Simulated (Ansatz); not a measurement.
input.yaml (Ansatz)

```yaml
crystal:
  lattice:
    - [2.830525828, 0.0, 0.0]
    - [-1.415262914, 2.4513072731, 0.0]
    - [0.0, 0.0, 9.9834641008]
  atoms:
    - { symbol: W, position: [0.0, 1.0, 0.0] }
    - { symbol: W, position: [1.0, 1.0, 0.5] }
    - { symbol: W, position: [0.3333333333, 0.6666666667, 0.25] }
    - { symbol: W, position: [0.6666666667, 0.3333333333, 0.75] }
hamiltonian:
  xc: revpbe
  pseudopotentials:
    kind: paw
    azcp:
      W: "pseudopotentials/W.paw.azcp"
basis:
  ecutwfc: 420
  fft_grid_basis: typed
kpoints:
  mp_grid: { grid: [15, 15, 4], shift: [0, 0, 0] }
magnetization:
  spin_polarized: false
scf:
  occupations: { method: fermi_dirac, width: 0.1 }
  lower_state_search: "off"
output:
  stress: true
  write_density: true
  write_potential: true
  elf: true
  volumetric_format: npy
```

Terminal output

```
Engine: ansatz 0.2.0, aarch64-unknown-linux-gnu
Pseudopotentials: kind: paw
Pseudopotential: W, paw, valence charge 14, recommended cutoff 420 eV (normal) 
Functional definition: revPBE
  parameter kappa = 1.245
  parameter beta = 0.06672455060314922
  exchange = pbe_x(kappa = kappa, mu = beta*pi^2/3)
  correlation = pbe_c(beta = beta)
Crystal: 4 atoms, lattice volume = 69.270 Å³
Basis set: ecut = 420 eV, 1353 PW (Γ)
Bands: 34, of which v1, the nominal top of the filled ones, is band 28 counted from 1 (27 counted from 0)
Symmetry: 24 space group operations
Space group: P63/mmc (ITA 194), of the structure as read, at distance tolerance 4.1e-5 Å
k-points: 81 of 900
Non-local potential: W, projectors of the file, l = 0: 3, l = 1: 2, l = 2: 2, l = 3: 1
PAW form: soft (Blöchl's): semilocal exchange-correlation on the pseudo side does not see the compensation charge
PAW frozen core: W, regenerated for the run's functional, and the local potential with it (the file was generated under x = pbe(κ = 0.804, μ = 0.2195149727645171), c = pbe(β = 0.06672455060314922))
PAW one-centre angular grid: W, 590 points (default); XC on 64 Gauss nodes
Initial density: superposition of atomic densities (neutral atoms: chi_scale 0, normalization atom), corrected by the library's trained network
Initial wavefunctions: pseudopotential atomic-orbital guess
Functional: x = revpbe(κ = 1.245, μ = 0.2195149727645171), c = pbe(β = 0.06672455060314922)
SCF iter   1: F=—  HF=-41573.611171 eV  |F-HF|=—  |Δ(HF+E_count)|=         —  Δρ=5.34e-3  dr2=1.67e-2  ethr=1.77e-3  ⟨swp⟩=4.8  Hψ=10617  notcnv=0
SCF iter   2: F=—  HF=-41573.608941 eV  |F-HF|=—  |Δ(HF+E_count)|=   2.23e-3  Δρ=3.20e-3  dr2=5.96e-3  ethr=2.98e-5  ⟨swp⟩=1.0  Hψ=3430  notcnv=0
SCF iter   3: F=—  HF=-41573.607747 eV  |F-HF|=—  |Δ(HF+E_count)|=   1.19e-3  Δρ=4.10e-4  dr2=1.09e-4  ethr=1.06e-5  ⟨swp⟩=2.0  Hψ=3701  notcnv=0
SCF iter   4: F=—  HF=-41573.607726 eV  |F-HF|=—  |Δ(HF+E_count)|=   2.10e-5  Δρ=7.41e-5  dr2=2.28e-6  ethr=1.94e-7  ⟨swp⟩=2.5  Hψ=4305  notcnv=0
SCF iter   5: F=—  HF=-41573.607726 eV  |F-HF|=—  |Δ(HF+E_count)|=   1.14e-7  Δρ=1.63e-5  dr2=1.19e-7  ethr=4.06e-9  ⟨swp⟩=2.5  Hψ=4405  notcnv=0
SCF iter   6: F=-41573.607726 eV  HF=-41573.607726 eV  |F-HF|=5.09e-11  |Δ(HF+E_count)|=   1.65e-8  Δρ=2.47e-6  dr2=2.97e-9  ethr=1.79e-10  ⟨swp⟩=8.5  Hψ=16900  notcnv=0
SCF 1 converged in 6 iterations: F = -41573.607726 eV  dr2 = 2.97e-9
SCF converged after 6 iterations
Free energy (F): -41573.607726 eV
Harris-Foulkes:  -41573.607726 eV  (|F-HF|=5.09e-11)
Internal energy: -41573.469255 eV  (E = F + TS)
E sigma→0 (E₀):  -41573.538490 eV
Entropy (-TS):   -0.138472 eV (-34.618 meV/atom)
Fermi energy:    20.169105 eV
--- Per-component energies (eV) ---
  E_band       = -436.398830
  E_kinetic    = 1787.515728
  E_local      = -2654.512727  (includes V_loc(G=0)·N_el)
  E_nonlocal   = -0.067077
  E_hartree    = 937.524452
  E_xc         = -1063.600831
  E_vxc        = -948.013048  (∫ρ·V_xc dr)
  E_paw        = -34284.403382  (= ΣΔE_a)
  E_vpaw       = -496.370151  (= ΣTr[D̂ρ^β])
  E_aug_tail   = -0.000234  (compensation charges beyond the density's cutoff)
  E_ewald      = -6295.875170
  E_core_change = -0.050013  (= ΣΔE_core)
  E_smearing   = -0.138472  (= −TS)
  E_closure    = 0.000000  (closes the sum)
  Σ components = -41573.607726   (vs F -41573.607726, Δ=0.00e0)
--- Stress (GPa, compression-positive) ---
      -10.406342       0.000000       0.000000
        0.000000     -10.406342       0.000000
        0.000000       0.000000      -9.126160
  P = ⅓ Tr σ = -9.9796 GPa (-99.796 kbar)
--- Band table (eV; the first three rows and the last of 81) ---
  k-point 0: bands = ["-53.6448", "-53.6256", "-53.6006", "-53.5813", "-18.2996", "-17.9321", "-17.9071", "-17.5198", "-17.3723", "-17.3723", "-17.3397", "-17.3397", "-17.3200", "-17.3200", "-17.2871", "-17.2871", "11.3717", "13.2484", "13.2609", "14.5582", "18.1797", "18.2114", "18.7131", "19.6566", "19.6566", "19.7817", "19.7817", "19.8435", "20.0419", "20.0419", "20.1992", "20.1992", "22.2273", "22.2273"]
  k-point 1: bands = ["-53.6427", "-53.6299", "-53.5963", "-53.5833", "-18.2713", "-18.0677", "-17.7686", "-17.5510", "-17.3692", "-17.3692", "-17.3485", "-17.3485", "-17.3112", "-17.3112", "-17.2902", "-17.2902", "11.5137", "12.5393", "13.8988", "14.5092", "18.2723", "18.3847", "18.6432", "19.5386", "19.6890", "19.6890", "19.7935", "19.7935", "20.0228", "20.0228", "20.1505", "20.1505", "22.3195", "22.3195"]
  k-point 2: bands = ["-53.6372", "-53.6372", "-53.5889", "-53.5889", "-18.1904", "-18.1904", "-17.6390", "-17.6390", "-17.3607", "-17.3607", "-17.3607", "-17.3607", "-17.2989", "-17.2989", "-17.2989", "-17.2989", "11.9221", "11.9221", "14.3188", "14.3188", "18.4668", "18.4668", "18.9007", "18.9007", "19.7619", "19.7619", "19.7619", "19.7619", "20.0543", "20.0543", "20.0543", "20.0543", "22.5454", "22.5454"]
  k-point 80: bands = ["-53.5387", "-53.5387", "-53.5134", "-53.5134", "-18.0866", "-18.0866", "-18.0578", "-18.0578", "-17.9730", "-17.9730", "-17.9528", "-17.9528", "-17.6934", "-17.6934", "-17.6809", "-17.6809", "16.6518", "16.6518", "17.1589", "17.1589", "17.4956", "17.4956", "17.6705", "17.6705", "18.7913", "18.7913", "18.8043", "18.8043", "20.6585", "20.6585", "21.5892", "21.5892", "23.7836", "23.7836"]
```
